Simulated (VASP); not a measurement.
# MgO: relaxation of cell and atoms with LDA

MgO:

```
Mg O
1.0
     3.30779    0.00000    0.00000
    -1.65389    2.86463    0.00000
     0.00000    0.00000    4.98288
Mg O
2 2
Direct
  0.33333 0.66667 0.00216
  0.66667 0.33333 0.50216
  0.33333 0.66667 0.40244
  0.66667 0.33333 0.90244
```

Measurements of this composition are mostly on another form, of space group No. 225.

```yaml
Program: VASP 6.6.1
Task: relaxation of cell and atoms
Functional: LDA
Potentials_or_basis: VASP PAW LDA potentials, release 64 (Mg, O)
Cutoff: 600 eV
k_mesh: 9 × 9 × 6
Occupations: gaussian, width 0.02 eV
Spin: no spin polarisation
Further_INCAR_settings: ALGO = Normal; EDIFF = 1e-07; IBRION = 2; EDIFFG = -0.005; NSW = 90; ISIF = 3
```

```json
{
  "Relaxed volume": "10.53 Å³/atom",
  "Relaxed cell": "a = 3.434 Å, b = 3.434 Å, c = 4.124 Å, α = 90.00°, β = 90.00°, γ = 120.00°",
  "Space group after relaxing (to 0.05 Å)": "P6_3/mmc (No. 194)",
  "Energy gained by relaxing": "77.3 meV/atom",
  "Ionic steps": "37",
  "Pressure after relaxing": "0.0 GPa",
  "Band gap on the k mesh": "3.56 eV, direct"
}
```

Forces on the atoms (eV/Å):
```
Mg   0.000  0.000  0.002
Mg   0.000  0.000  0.002
O    0.000  0.000 -0.002
O    0.000  0.000 -0.002
```

The path:
```
step  energy change (eV)  largest force (eV/Å)  pressure (GPa)  volume (Å³)
   1              0.0000                0.0486           -5.59        47.22
   2             -0.0320                0.0214            2.31        44.46
   3             -0.0372                0.0019           -0.01        45.18
   4             -0.0372                0.0009           -0.13        45.22
   5             -0.0372                0.0091           -0.13        45.21
   6             -0.0372                0.0175           -0.12        45.21
   7             -0.0373                0.0150           -0.06        45.18
   8             -0.0373                0.0075            0.11        45.12
   9             -0.0373                0.0048            0.09        45.12
  10             -0.0374                0.0034            0.03        45.12
  11             -0.0375                0.0188           -0.08        45.13
  12             -0.0375                0.0181           -0.09        45.13
  13             -0.0376                0.0151           -0.10        45.12
  14             -0.0377                0.0091           -0.13        45.11
  15             -0.0379                0.0037           -0.19        45.08
  16             -0.0382                0.0320           -0.31        45.02
  17             -0.0392                0.0994           -0.57        44.90
  18             -0.0459                0.2711           -1.16        44.63
  19             -0.0943                0.7046           -2.05        43.95
  20             -0.0412                0.6503            5.11        42.02
  21             -0.0904                1.0434           -1.38        43.59
  22             -0.1299                1.2240            0.15        42.86
  23             -0.1113                1.1392            2.09        42.46
  24             -0.1271                1.2182            0.77        42.72
  25             -0.1246                1.2046            1.08        42.65
  26             -0.1505                1.0840            0.64        42.67
  27             -0.2131                0.7664           -0.53        42.75
  28             -0.2831                0.2996           -2.15        42.89
  29             -0.2858                0.1631           -3.27        43.14
  30             -0.2999                0.0379           -3.10        43.04
  31             -0.3008                0.0239           -2.96        43.00
  32             -0.3052                0.0151           -2.08        42.73
  33             -0.3094                0.0046           -0.18        42.17
  34             -0.3094                0.0065           -0.01        42.12
  35             -0.3094                0.0072            0.05        42.10
  36             -0.3094                0.0058            0.03        42.11
  37             -0.3094                0.0021           -0.04        42.13
```

Final structure:
```yaml
crystal:
  lattice:
    - [3.43433, 0.00000, 0.00000]
    - [-1.71717, 2.97422, 0.00000]
    - [0.00000, 0.00000, 4.12441]
  atoms:
    - { symbol: Mg, position: [0.33333, 0.66667, 0.95226] }
    - { symbol: Mg, position: [0.66667, 0.33333, 0.45226] }
    - { symbol: O, position: [0.33333, 0.66667, 0.45234] }
    - { symbol: O, position: [0.66667, 0.33333, 0.95234] }
```

Levels at points of the mesh, in eV from the valence-band top:
```csv
k point,band 6,band 7,band 8,band 9,band 10,band 11
"(0.00, 0.00, 0.00)",-0.87,-0.87,0.00,3.56,9.58,12.39
"(0.00, 0.00, 0.50)",-1.38,-1.38,-1.38,6.57,6.57,12.92
```

Run time: 4.1 min on 1 thread of Intel(R) Xeon(R) 6975P-C (Granite Rapids), on a shared host, peak memory 0.19 GiB.
